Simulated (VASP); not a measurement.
Set up this calculation in VASP 6.6.1, as the native input.

* Task: relaxation of cell and atoms
* Functional: BEEF-vdW
* Potentials or basis: VASP PAW PBE potentials, release 64 (Ru_pv)
* Cutoff: 600 eV
* k mesh: 11 × 11 × 6
* Occupations: fermi-dirac, width 0.05 eV
* Spin: no spin polarisation
* Further INCAR settings: ALGO = Normal; EDIFF = 1e-06; IBRION = 2; EDIFFG = -0.01; NSW = 60; ISIF = 3

The structure of Ru lies in POSCAR:

```
Ru
1.0
    2.7058000000      0.0000000000      0.0000000000
   -1.3529000000      2.3432915376      0.0000000000
    0.0000000000      0.0000000000      4.2819000000
Ru
2
Direct
    0.6666666667      0.3333333333      0.7500000000
    0.3333333333      0.6666666667      0.2500000000
```

These files were run (other wordings do the same):

INCAR

```
SYSTEM = Ru
PREC = Accurate
ENCUT = 600
EDIFF = 1E-6
ISMEAR = -1
SIGMA = 0.05
LREAL = .False.
LASPH = .True.
NELM = 60
ALGO = Normal
ISIF = 3
LWAVE = .False.
LCHARG = .False.
GGA = BF
LUSE_VDW = .True.
ZAB_VDW = -1.8867
IBRION = 2
NSW = 60
EDIFFG = -0.01
```

KPOINTS

```
Automatic mesh
0
Gamma
  11 11 6
  0 0 0
```

Potentials or basis: VASP PAW PBE potentials, release 64 (Ru_pv).

Command:

```console
$ cat potpaw_PBE.64/Ru_pv/POTCAR > POTCAR
$ mpirun -np 1 vasp_std > vasp.out
```

Results of the run:

```
Relaxed volume                         : 13.90 Å³/atom
Relaxed cell                           : a = 2.727 Å, b = 2.727 Å, c = 4.316 Å, α = 90.00°, β = 90.00°, γ = 120.00°
Space group after relaxing (to 0.05 Å) : P6_3/mmc (No. 194)
Energy gained by relaxing              : 7.4 meV/atom
Ionic steps                            : 9
Pressure after relaxing                : 0.0 GPa
Band gap on the k mesh                 : none (metal or under the smearing width)
```

Caveat: the PAW data sets were made with another functional, which shifts forces and pressure a little.

It took 2.5 min on 1 thread of Intel(R) Xeon(R) 6975P-C (Granite Rapids), on a shared host, peak memory 0.34 GiB.
